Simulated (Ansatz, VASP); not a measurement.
# Mg: VASP beside Ansatz

INCAR

```
SYSTEM = Mg
  PREC = Accurate
  ENCUT = 520
  EDIFF = 1E-6
  ISMEAR = 0
  SIGMA = 0.15
  LREAL = .FALSE.
  LASPH = .TRUE.
  NELM = 80
  ALGO = Fast
  ISIF = 2
  LWAVE = .FALSE.
  LCHARG = .TRUE.
  LELF = .TRUE.
  LVHAR = .TRUE.
  NBANDS = 7
```

The input KPOINTS:

```
regular mesh
0
G
  18 18 18
  0 0 0
```

File POSCAR:

```
Mg
1.0
   -1.7727644967      1.7727644967      1.7727644967
    1.7727644967     -1.7727644967      1.7727644967
    1.7727644967      1.7727644967     -1.7727644967
Mg
1
Direct
    0.0000000000      0.0000000000      0.0000000000
```

Input for Ansatz:

```yaml
crystal:
  lattice:
    - [-1.7727644967, 1.7727644967, 1.7727644967]
    - [1.7727644967, -1.7727644967, 1.7727644967]
    - [1.7727644967, 1.7727644967, -1.7727644967]
  atoms:
    - { symbol: Mg, position: [0.0, 0.0, 0.0] }
basis:
  ecutwfc: 420
kpoints:
  mp_grid: { grid: [18, 18, 18] }
hamiltonian:
  xc: lda
scf:
  occupations: { method: gaussian, width: 0.15 }
output:
  forces: true
  stress: true
  eigenvalues: true
```

This isn't the form of Mg at room conditions, which is hcp.

Alike in both runs: task single point; functional LDA; k mesh 18 × 18 × 18; occupations gaussian, width 0.15 eV; no spin polarisation.

|  | VASP | Ansatz |
| --- | --- | --- |
| version | VASP 6.6.1 | Ansatz 0.2.0 |
| potentials or method | VASP PAW LDA potentials, release 64 (Mg) | scalar-relativistic, plane waves, PAW |
| plane-wave cutoff (eV) | 520 | 420 |
| valence electrons in the cell | 2 | 10 |

Ansatz gave:

```
gap on the k mesh at the Fermi level (eV) : none
pressure (GPa)                            : -1.2
```

Which values does VASP return?

gap on the k mesh at the Fermi level (eV): none; pressure (GPa): -1.5.

A gap of «none» marks a metal or a gap that the smearing closes. The two sets of potentials don't hold the same shells in valence.
